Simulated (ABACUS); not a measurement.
Crystal: CdTe.

```xyz
2
Lattice="0.0000 3.2050 3.2050 3.2050 0.0000 3.2050 3.2050 3.2050 0.0000" Properties=species:S:1:pos:R:3 pbc="T T T"
Te    4.8075    4.8075    4.8075
Cd    0.0000    0.0000    0.0000
```

Program: ABACUS 3.10.1. Alike in all runs: task single point; no spin polarisation; cell as given; smearing fermi-dirac 0.05 eV.

Question: Order these runs on this cell by their pressure, lowest first.
A. level BP86; potentials or basis SG15 ONCV 1.2 PBE, plane waves; k mesh 6 × 6 × 6; cutoff (eV) 1401; radial cutoff of the potentials (pseudo_rcut) 10 bohr; SCF threshold on the density 1e-08; eigensolver dav; mesh quality not flagged
B. level SCAN; potentials or basis SG15 ONCV 1.2 PBE, plane waves; k mesh 4 × 4 × 4; cutoff (eV) 1619; radial cutoff of the potentials (pseudo_rcut) 10 bohr; SCF threshold on the density 1e-08; eigensolver dav; mesh quality coarse
C. level PBE; potentials or basis SG15 ONCV 1.2 PBE, DZP LCAO (the cutoffs set its grid); k mesh 3 × 3 × 3; cutoff (eV) 1401; radial cutoff of the potentials (pseudo_rcut) 7 bohr; SCF threshold on the density 1e-07; eigensolver genelpa; mesh quality coarse

Answer: B (1.8 GPa), A (4.3 GPa), C (6.2 GPa).

Caveats: some runs use coarse meshes; the potentials were made for another functional, which shifts forces and pressure (some runs); the atomic orbitals were generated for these runs and aren't a published set (some runs); the basis of atomic orbitals isn't converged, which shifts pressures, moduli and gaps (some runs).
